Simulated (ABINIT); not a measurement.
An input for ABINIT 10.8.3 (AgBr (Fm-3m)):

```
acell 3*1.0 Angstrom
rprim 
  -0.000000000000 2.870150000000 2.870150000000
  2.870150000000 0.000000000000 2.870150000000
  2.870150000000 2.870150000000 0.000000000000
ntypat 2
znucl 47 35
natom 2
typat 1 2
xred 
  0.000000000000 0.000000000000 0.000000000000
  0.500000000000 0.500000000000 0.500000000000
pp_dirpath "pseudos"
pseudos "Ag.upf, Br.upf"
ecut 37
ngkpt 4 4 4
nshiftk 1
shiftk 0 0 0
kptopt 1
chksymbreak 0
istwfk *1
occopt 1
irdwfk 1
optdriver 4
nband 136
gwcalctyp 10
ecutsigx 37
symsigma 1
nkptgw 8
kptgw 
  0.0000000000 0.0000000000 0.0000000000
  0.2500000000 0.0000000000 0.0000000000
  0.5000000000 0.0000000000 0.0000000000
  0.2500000000 0.2500000000 0.0000000000
  0.5000000000 0.2500000000 0.0000000000
  -0.2500000000 0.2500000000 0.0000000000
  0.5000000000 0.5000000000 0.0000000000
  -0.2500000000 0.5000000000 0.2500000000
bdgw 
  6 21
  6 21
  6 21
  6 21
  6 21
  6 21
  6 21
  6 21
ecuteps 6
irdscr 1
ppmodel 1
indata_prefix "in"
outdata_prefix "out"
tmpdata_prefix "tmp"
```

The database entry behind the starting cell differs from later determinations by our own check (about 0.6 % short of the room-temperature cell), so it need not match the best structure at ambient conditions.

```sh
OMP_NUM_THREADS=1 mpirun -n 4 abinit run.abi > log
```

Question: Estimate wall time and host memory on 4 MPI ranks of Arm Neoverse V1, shared host.

It took 4 min; on shared hardware allow 2 min to 8 min. Peak host memory was 1.6 GiB.

[Paths, hosts, dates, memory and timing lines, banners, echoed tables and standing remarks are left out of the program output.]

[Logs are printed without paths, hosts, clocks, repeated set-up lines and the standing remarks that a program may print on its own settings, such as how far it seeks lower states.]

[Runs of the session that timed out or met a known fault of the program may be left out.]

[Hosts, paths, dates, database ids (printed as entryN), source tags and the programs' standing remarks are cut or masked in the printed files.]

[G0W0 gaps are taken among the corrected bands and points alone; a level outside them can change the order at an edge.]

[Where Ansatz stands beside ABINIT at settings called matched, ABINIT's density can come from a denser mesh and the files from another edition; pairs whose starting gaps differed by over 0.03 eV were left out, so agreement reads better than it is.]
